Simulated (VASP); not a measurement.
Si (diamond), r²SCAN single-point calculation: Ansatz's output and VASP's

```
Si
1.0
     0.00000    2.72212    2.72212
     2.72212    0.00000    2.72212
     2.72212    2.72212    0.00000
Si
2
Direct
  0.00000 0.00000 0.00000
  0.25000 0.25000 0.25000
```

Ansatz printed

```
SCF 1 converged in 6 iterations: F = -1278.130077 eV  dr2 = 2.38e-10
  greatest PAW one-centre occupation: 0.643 electrons in one spin orbital (limit 2), on the Si atom at site 1 (counted from 0), in its partial waves of l = 0
NSCF: frozen V_eff on 7 k-points
SCF converged after 6 iterations
Free energy (F): -1278.130077 eV
Harris-Foulkes:  -1278.130077 eV  (|F-HF|=1.47e-10)
Internal energy: -1278.130077 eV  (E = F + TS)
E sigma→0 (E₀):  -1278.130077 eV
Fermi energy:    6.077168 eV
--- Per-component energies (eV) ---
  E_band       = 6.427046
  E_kinetic    = 80.819286
  E_local      = -53.795374  (includes V_loc(G=0)·N_el)
  E_nonlocal   = 49.993137
  E_hartree    = 14.996178
  E_xc         = -103.010849
  E_vxc        = -99.485470  (∫ρ·V_xc dr)
  E_paw        = -1039.016058  (= ΣΔE_a)
  E_vpaw       = -4.988708  (= ΣTr[D̂ρ^β])
  E_aug_tail   = 0.000009  (compensation charges beyond the density's cutoff)
  E_vtau       = 3.891799  (kinetic-family band-sum trace: ∫τ·v_τ [+ j·A + Jᵃ·Aᵃ] dr)
  E_ewald      = -227.963539
  E_core_change = -0.152866  (= ΣΔE_core)
  E_smearing   = -0.000000  (= −TS)
  E_closure    = 0.000000  (closes the sum)
  Σ components = -1278.130077   (vs F -1278.130077, Δ=0.00e0)
--- Forces (eV/Å), atoms counted from 1 ---
  atom   1  Si    -0.00000000     0.00000000    -0.00000000
  atom   2  Si    -0.00000000     0.00000000    -0.00000000
  max |Σ_I F_I| component: 2.78e-17 eV/Å
--- Stress (GPa, compression-positive) ---
        0.006698       0.000000      -0.000000
        0.000000       0.006698      -0.000000
       -0.000000       0.000000       0.006698
  P = ⅓ Tr σ = 0.0067 GPa (0.067 kbar)
--- Band table (eV; the first three rows and the last of 29) ---
  k-point 0: bands = ["-6.4059", "6.0772", "6.0772", "6.0772", "8.8163", "8.8163", "8.8163", "9.9643"]
  k-point 1: bands = ["-6.1923", "4.4399", "5.7730", "5.7730", "8.8456", "9.2637", "9.2637", "11.2802"]
  k-point 2: bands = ["-5.5694", "2.0144", "5.2750", "5.2750", "8.4068", "9.8147", "9.8147", "13.5641"]
  k-point 28: bands = ["-1.8954", "-1.8954", "2.0769", "2.0769", "10.6650", "10.6650", "11.4640", "11.4640"]
```

Datasets and cutoffs are each program's own. VASP's cell holds 8 valence electrons and Ansatz's 8. Ansatz's stress includes a Pulay correction; VASP's doesn't.

What does VASP give for the same cell and level of theory?

gap between bands v and c 0.78 eV; least direct gap 2.75 eV; pressure -0.2 GPa.

From OUTCAR

```
k-points           NKPTS =     29   k-points in BZ     NKDIM =     29   number of bands    NBANDS=     11

   NELECT =       8.0000    total number of electrons

   dimension x,y,z NGX =    30 NGY =   30 NGZ =   30
   dimension x,y,z NGXF=    60 NGYF=   60 NGZF=   60

  energy-cutoff  :      520.00
  volume of cell :       40.34
      direct lattice vectors                 reciprocal lattice vectors
     0.000000000  2.722118896  2.722118896    -0.183680441  0.183680441  0.183680441
     2.722118896  0.000000000  2.722118896     0.183680441 -0.183680441  0.183680441
     2.722118896  2.722118896  0.000000000     0.183680441  0.183680441 -0.183680441

 k-points in reciprocal lattice and weights: KPOINTS created by Atomic Simulation Env
   0.00000000  0.00000000  0.00000000       0.002
   0.12500000  0.00000000  0.00000000       0.016
   0.25000000  0.00000000  0.00000000       0.016
   0.37500000  0.00000000  0.00000000       0.016
   0.50000000  0.00000000  0.00000000       0.008
   0.12500000  0.12500000  0.00000000       0.012
   0.25000000  0.12500000  0.00000000       0.047
   0.37500000  0.12500000  0.00000000       0.047
   ...

 E-fermi :   5.7293

 k-point     1 :       0.0000    0.0000    0.0000
  band No.  band energies     occupation
      1      -6.8102      2.00000
      2       5.6630      2.00000
      3       5.6630      2.00000
      4       5.6630      2.00000
      5       8.4178      0.00000
      6       8.4178      0.00000
      7       8.4178      0.00000
      8       9.5602      0.00000
      9      13.7856      0.00000
     10      13.7856      0.00000
     11      14.3310      0.00000

 k-point     2 :       0.1250    0.0000    0.0000
  band No.  band energies     occupation
      1      -6.5967      2.00000
      2       4.0300      2.00000
      3       5.3601      2.00000
      4       5.3601      2.00000
      5       8.4452      0.00000
      6       8.8643      0.00000
      7       8.8643      0.00000
      8      10.8735      0.00000
      9      13.3101      0.00000
     10      13.3101      0.00000
     11      15.1188      0.00000

 k-point     3 :       0.2500    0.0000    0.0000
  band No.  band energies     occupation
      1      -5.9740      2.00000
      2       1.6067      2.00000
      3       4.8632      2.00000
      4       4.8632      2.00000
      5       8.0059      0.00000
      6       9.4158      0.00000
      7       9.4158      0.00000
      8      13.1562      0.00000
      9      13.2875      0.00000
     10      13.2875      0.00000
     11      15.3409      0.00000

 k-point     4 :       0.3750    0.0000    0.0000
  band No.  band energies     occupation
      1      -5.0407      2.00000
      2      -0.5028      2.00000
      3       4.5160      2.00000
      4       4.5160      2.00000
      5       7.6474      0.00000
      6       9.3673      0.00000
      7       9.3673      0.00000
      8      14.1451      0.00000
      9      14.7540      0.00000
     10      14.7540      0.00000
     11      16.0686      0.00000

 k-point     5 :       0.5000    0.0000    0.0000
  band No.  band energies     occupation
      1      -4.3769      2.00000
      2      -1.5686      2.00000
      3       4.3969      2.00000
      4       4.3969      2.00000
      5       7.5196      0.00000
      6       9.2539      0.00000
      7       9.2539      0.00000
      8      13.9895      0.00000
      9      16.8056      0.00000
     10      16.8056      0.00000
     11      17.7079      0.00000

 k-point     6 :       0.1250    0.1250    0.0000
  band No.  band energies     occupation
      1      -6.5247      2.00000
      2       4.3217      2.00000
      3       4.8209      2.00000
      4       4.8209      2.00000
      5       7.8797      0.00000
      6       9.6179      0.00000
      7       9.6179      0.00000
      8      10.5468      0.00000
      9      12.6075      0.00000
     10      14.1055      0.00000
     11      15.4256      0.00000

 k-point     7 :       0.2500    0.1250    0.0000
  band No.  band energies     occupation
      1      -6.0345      2.00000
      2       2.3423      2.00000
      3       4.2824      2.00000
      4       4.3853      2.00000
      5       8.0380      0.00000
      6       9.7017      0.00000
      7      10.4282      0.00000
      8      10.7787      0.00000
      9      13.7371      0.00000
     10      14.3058      0.00000
     11      16.4097      0.00000

 k-point     8 :       0.3750    0.1250    0.0000
  band No.  band energies     occupation
      1      -5.1828      2.00000
      2       0.1881      2.00000
      3       3.7739      2.00000
      4       3.9976      2.00000
      5       8.1768      0.00000
      6       9.6205      0.00000
      7      10.4297      0.00000
      8      11.5324      0.00000
      9      15.5185      0.00000
     10      15.6514      0.00000
     11      16.3300      0.00000

 ...

  Total       -0.0578009     -0.0578009     -0.0578009      0.0000000      0.0000000      0.0000000
  in kB       -2.2955873     -2.2955873     -2.2955873      0.0000000      0.0000000      0.0000000
  external PRESSURE =      -2.2955873 kB  Pullay stress =       0.0000000 kB

 POSITION                                       TOTAL-FORCE (eV/Angst)
 -----------------------------------------------------------------------------------
      0.00000      0.00000      0.00000         0.000000      0.000000      0.000000
      1.36106      1.36106      1.36106        -0.000000     -0.000000     -0.000000
 -----------------------------------------------------------------------------------
    total drift:                               -0.000000     -0.000000     -0.000000

  FREE ENERGIE OF THE ION-ELECTRON SYSTEM (eV)
  ---------------------------------------------------
  free  energy   TOTEN  =       -17.5471407195 eV

  energy  without entropy=      -17.5471407195  energy(sigma->0) =      -17.54714072
```
